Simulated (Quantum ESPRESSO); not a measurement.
A calculation with Quantum ESPRESSO 7.5 of Se (native input, structure typed inline):

Contents of pw.in:

```
&CONTROL
  calculation = 'scf'
  prefix = 'pwscf'
  outdir = './tmp'
  pseudo_dir = './pseudo'
  tprnfor = .true.
  tstress = .true.
  disk_io = 'low'
/
&SYSTEM
  ibrav = 0
  nat = 3
  ntyp = 1
  ecutwfc = 55
  ecutrho = 440
  nbnd = 15
  occupations = 'smearing'
  smearing = 'fd'
  degauss = 0.00367493
/
&ELECTRONS
  conv_thr = 6d-10
  electron_maxstep = 120
  mixing_beta = 0.5
/
ATOMIC_SPECIES
Se    78.9710 Se_pbe_v1.uspp.F.UPF
CELL_PARAMETERS angstrom
   4.3551700000    0.0000000000    0.0000000000
  -2.1775850000    3.7716878578    0.0000000000
   0.0000000000    0.0000000000    4.9494500000
ATOMIC_POSITIONS crystal
Se     0.7830000000    0.7830000000    0.5000000000
Se     0.0000000000    0.2170000000    0.8333333333
Se     0.2170000000    0.0000000000    0.1666666667
K_POINTS automatic
7 7 6 0 0 0
```

Contents of pp_density.in:

```
&INPUTPP
  prefix = 'pwscf'
  outdir = './tmp'
  filplot = 'density.dat'
  plot_num = 0
/
&PLOT
  nfile = 1
  filepp(1) = 'density.dat'
  iflag = 3
  output_format = 6
  fileout = 'density.cube'
/
```

File pp_potential.in:

```
&INPUTPP
  prefix = 'pwscf'
  outdir = './tmp'
  filplot = 'potential.dat'
  plot_num = 11
/
&PLOT
  nfile = 1
  filepp(1) = 'potential.dat'
  iflag = 3
  output_format = 6
  fileout = 'potential.cube'
/
```

Potentials or basis: SSSP 1.3 efficiency PBE.

Launch:

```sh
$ OMP_NUM_THREADS=1 pw.x -in pw.in > pw.out
$ OMP_NUM_THREADS=1 pp.x -in pp_density.in > pp_density.out
$ OMP_NUM_THREADS=1 pp.x -in pp_potential.in > pp_potential.out
```

Q: Write the same calculation in another form: ASE script, Cartesian positions.

A: As run:

run.py

```python
import numpy as np
from ase.calculators.espresso import Espresso, EspressoProfile
from ase.io import read

atoms = read('Se.xyz')

input_data = {
    'control': {'calculation': 'scf', 'prefix': 'pwscf', 'outdir': './tmp', 'tprnfor': True, 'tstress': True, 'disk_io': 'nowf'},
    'system': {'ecutwfc': 55.0, 'ecutrho': 440.0, 'nbnd': 15, 'occupations': 'smearing', 'smearing': 'fd', 'degauss': 0.00367493},
    'electrons': {'conv_thr': 6e-10, 'electron_maxstep': 120, 'mixing_beta': 0.5},
}
pseudopotentials = {'Se': 'Se_pbe_v1.uspp.F.UPF'}
profile = EspressoProfile(command='pw.x', pseudo_dir='pseudo')
dft = Espresso(profile=profile, input_data=input_data, pseudopotentials=pseudopotentials, kpts=(7, 7, 6), koffset=(0, 0, 0))
atoms.calc = dft

print(f'energy {atoms.get_potential_energy():.8f} eV')
print('forces (eV/A)')
print(np.round(atoms.get_forces(), 6))
print('stress (eV/A^3, Voigt)')
print(np.round(atoms.get_stress(), 8))
print(f'Fermi level {dft.get_fermi_level():.4f} eV')
```

Contents of Se.xyz:

```xyz
3
Lattice="4.3551700000 0.0000000000 0.0000000000 -2.1775850000 3.7716878578 0.0000000000 0.0000000000 0.0000000000 4.9494500000" Properties=species:S:1:pos:R:3 pbc="T T T"
Se     1.7050490550      2.9532315927      2.4747250000
Se    -0.4725359450      0.8184562651      4.1245416665
Se     0.9450718900      0.0000000000      0.8249083335
```

Potentials or basis: SSSP 1.3 efficiency PBE.

Command:

```bash
$ OMP_NUM_THREADS=1 python run.py
```

Both were run:

|  | native input, structure typed inline | ASE script, Cartesian positions |
| --- | --- | --- |
| Pressure | 5.5 GPa | 5.5 GPa |
| Largest force | 1.158 eV/Å | 1.158 eV/Å |
| Band gap on the k mesh | 1.16 eV, indirect (least direct gap 1.38 eV) | 1.16 eV, indirect (least direct gap 1.38 eV) |

Keys that steer only the numerical path or the files written may differ.

Caveat: an odd mesh through Γ misses points on the zone boundary, where band edges often lie; forces of over 1 eV/Å show positions far from the minimum, so gaps and moduli don't describe the material at rest.
